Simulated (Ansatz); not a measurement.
MoSe2

Method: r²SCAN, scalar-relativistic; collinear spin; PAW, 500 eV, Γ-centred 8×8×2 mesh, 0.05 eV Gaussian smearing; code Ansatz; PAW files: Ansatz's generated set soft_2.

```cif
data_structure
_symmetry_space_group_name_H-M 'P 1'
_symmetry_Int_Tables_number 1
_cell_length_a 3.3214
_cell_length_b 3.3214
_cell_length_c 13.6999
_cell_angle_alpha 90.000
_cell_angle_beta 90.000
_cell_angle_gamma 120.000
_cell_volume 130.89
loop_
_atom_site_label
_atom_site_type_symbol
_atom_site_fract_x
_atom_site_fract_y
_atom_site_fract_z
_atom_site_occupancy
Mo1 Mo 0.33333 0.66667 0.25000 1
Mo2 Mo 0.66667 0.33333 0.75000 1
Se1 Se 0.33333 0.66667 0.62930 1
Se2 Se 0.66667 0.33333 0.12930 1
Se3 Se 0.33333 0.66667 0.87070 1
Se4 Se 0.66667 0.33333 0.37070 1
```

The chain of runs began from a cell as deposited in COD, expanded in volume. Of that entry: the entry's cell lengths or inner coordinates differ somewhat from later room-temperature determinations.

The geometry is fixed. Moments are started on Mo in several ways. Signs follow the order of those atoms.

The starts:
- parallel, continued from the relaxation
- no spin polarisation
- antiferromagnetic in the cell, signs +-
- small parallel moments

**Question.** Which start ends lowest, and how far above it lies the solution without spin polarisation?

**Answer.** No start ends more than 0.5 meV/atom under the solution without spin polarisation, so no stable magnetic order is resolved.

```csv
start,largest typed moment (μB),ΔE (meV/atom),gap on the mesh (eV),P (GPa),final spin moments (μB)
"parallel, continued from the relaxation",0.05,0.0,1.29,-0.1,none
no spin polarisation,0.00,0.0,1.29,-0.1,none
"antiferromagnetic in the cell, signs +-",2.00,0.0,1.29,-0.1,none
small parallel moments,0.50,0.0,1.29,-0.1,none
```

The moments vanished in all starts.

The cell was relaxed in the state without moments.

Only orders that fit these small cells were tried.

Kohn–Sham gaps of semilocal functionals lie under measured ones, often by a third or more. For this crystal the k-mesh misses a band edge: under r²SCAN at the relaxed cell a band path gives a gap of 1.21 eV where the mesh alone gives 1.29 eV, so gaps on the mesh are upper bounds. The structure is built of weakly bound layers, and this functional has no dispersion term, so their spacing and all that hangs on it (volume, the soft elastic constants, low modes, dielectric constants) are poorly given.

All three spin-polarised starts lose their moments and reach the same energy and gap as the run without spin polarisation. The closed shell is therefore a result of the calculation and not merely imposed, and the antiferromagnetic start shows that it is recovered even from a large initial moment of 2.00 μB on Mo.

The reason lies in the electron count and the ligand field. Mo(IV) is d², and trigonal-prismatic coordination by Se, together with Mo–Mo d hybridisation within the layer, splits off one filled band of mainly d character from the empty d bands above. Both electrons pair in this band. Forming a local moment would mean promoting an electron across the gap, and the exchange energy gained in the broad, covalently mixed 4d states is probably too small to pay for it.

The result supports a nonmagnetic semiconductor for the ideal, undoped crystal. Since the parallel starts had only small moments, a metastable high-moment ferromagnetic solution is not excluded.
